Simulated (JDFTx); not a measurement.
Here is a JDFTx 1.7.0 (patched build) calculation.

Contents of Nb.in:

```
lattice \
   -0.0775430218     3.8671355414     4.0180358417 \
    4.1448893770     0.0941348172     4.1241099485 \
    3.9851470482     3.8134673195    -0.0567654831
coords-type Lattice
ion Nb     0.0300770000    -0.0039730000    -0.0002200000 1

ion-species pseudo/Nb.upf
elec-cutoff 41
elec-ex-corr gga-PBE
kpoint-folding 11 11 11
elec-smearing Fermi 0.0018374661
elec-n-bands 12
electronic-SCF nIterations 100 energyDiffThreshold 1e-08
electronic-minimize nIterations 30 energyDiffThreshold 1e-7
converge-empty-states yes
forces-output-coords Cartesian

dump-name run.$VAR
dump End Ecomponents EigStats BandEigs Kpoints Forces Stress
```

Potentials or basis: PseudoDojo-SR-PBE-0.5-standard.

Launch:

```sh
$ jdftx -c 1 -i Nb.in -o Nb.out
```

What does it give for the band gap on the k mesh?

None (metal or under the smearing width).

Estimate the pressure.

-2.0 GPa.

Stress tensor (GPa, compression positive):
```
-2.66  0.44 -1.83
 0.44  2.64  0.99
-1.83  0.99 -6.06
```
